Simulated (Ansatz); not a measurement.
# BeSe: properties at the relaxed cell

The task here is to estimate one member of a computed series from the others.

Program: Ansatz 0.2.0. Level of theory: DFT r2SCAN, scalar-relativistic, plane waves, PAW. These are calculated values, not measurements.

1 further run of the same task is left out (set aside as unsound or not needed).

**Starting point**

Symmetry: F-43m, No. 216, cubic system. Conventional cell: a = 5.162 Å, b = 5.162 Å, c = 5.162 Å, α = 90.00°, β = 90.00°, γ = 90.00°. Be (site symmetry -43m) has 4 Se at 2.24 Å as nearest neighbours. Se (site symmetry -43m) is surrounded by 4 Be at 2.24 Å.

Structure file:

```cif
data_structure
_symmetry_space_group_name_H-M 'P 1'
_symmetry_Int_Tables_number 1
_cell_length_a 3.6501
_cell_length_b 3.6501
_cell_length_c 3.6501
_cell_angle_alpha 60.000
_cell_angle_beta 60.000
_cell_angle_gamma 60.000
_cell_volume 34.39
loop_
_atom_site_label
_atom_site_type_symbol
_atom_site_fract_x
_atom_site_fract_y
_atom_site_fract_z
_atom_site_occupancy
Be1 Be 0.00000 0.00000 0.00000 1
Se1 Se 0.25000 0.25000 0.25000 1
```

It is the result of an earlier relaxation at this level (volume 17.19 Å³/atom; gap on the mesh: 3.12 eV).

Set-up of the first run:

input.yaml reads:

```yaml
crystal:
  lattice:
    - [0.0, 2.5810272996, 2.5810272996]
    - [2.5810272996, 0.0, 2.5810272996]
    - [2.5810272996, 2.5810272996, 0.0]
  atoms:
    - { symbol: Be, position: [0.0, 0.0, 0.0] }
    - { symbol: Se, position: [0.25, 0.25, 0.25] }
basis:
  ecutwfc: 500
kpoints:
  mp_grid: { grid: [8, 8, 8] }
  band_path:
    path:
      - [[0.0, 0.0, 0.0], [-0.5, -0.5, 0.0], [-0.375, -0.375, 0.25]]
      - [[-0.375, 0.0, 0.375], [0.0, 0.0, 0.0], [0.0, 0.0, 0.5], [-0.5, -0.25, 0.25], [-0.5, -0.5, 0.0]]
    npoints: 14
hamiltonian:
  xc: r2scan
scf:
  occupations: { method: gaussian, width: 0.02 }
  n_extra_bands: 6
output:
  forces: true
  stress: true
  eigenvalues: true
  populations: true
  dos: { projected: true, de: 0.02, nscf_kmesh: { grid: [12, 12, 12] } }
  bader: true
  write_density: true
  write_potential: true
  elf: true
  volumetric_format: npy
```

On the command line:

```sh
> ansatz run input.yaml --threads 1 --pin off --max-ram 2560MiB --backend cpu --events-out ev --progress --plain --runs-dir out
```

Steps of the session up to this table: Static run: bands, density of states and charges; Seeking the band edges over the whole zone; Levels beside the edges; Volume × 0.97; The cell scaled to 1.03 of its volume; Point at V/V0 = 0.94; The cell scaled to 1.06 of its volume.

One of the session's tables, all rows but one given; the rest of the session is left out.

It belongs to the step «Fit of the equation of state». 

| volume (Å³/atom) | energy above the lowest point (meV/atom) | pressure (GPa) | gap on the mesh (eV) |
| --- | --- | --- | --- |
| 16.162 | 17.0 | 5.56 | 2.99 |
| 16.678 | 4.0 | 2.58 | 3.06 |
| 17.194 | 0.0 | 0.00 | 3.12 |
| 17.710 | ? | ? | ? |
| 18.226 | 14.0 | -4.15 | 3.24 |

**Question.** Estimate the row for volume (Å³/atom) = 17.710.

Worked estimate for «energy above the lowest point (meV/atom)». A straight line through the neighbours (17.194, 0.0) and (18.226, 14.0) gives 0.0 + (14.0 − 0.0) × (17.710 − 17.194) / (18.226 − 17.194) = 7.0; a parabola fitted to 3 rows on both sides gives 3.3.

**Answer.** energy above the lowest point (meV/atom): 3.7; pressure (GPa): -2.22; gap on the mesh (eV): 3.18. In «energy above the lowest point (meV/atom)» the line misses by +3.3 and the parabola by -0.4.
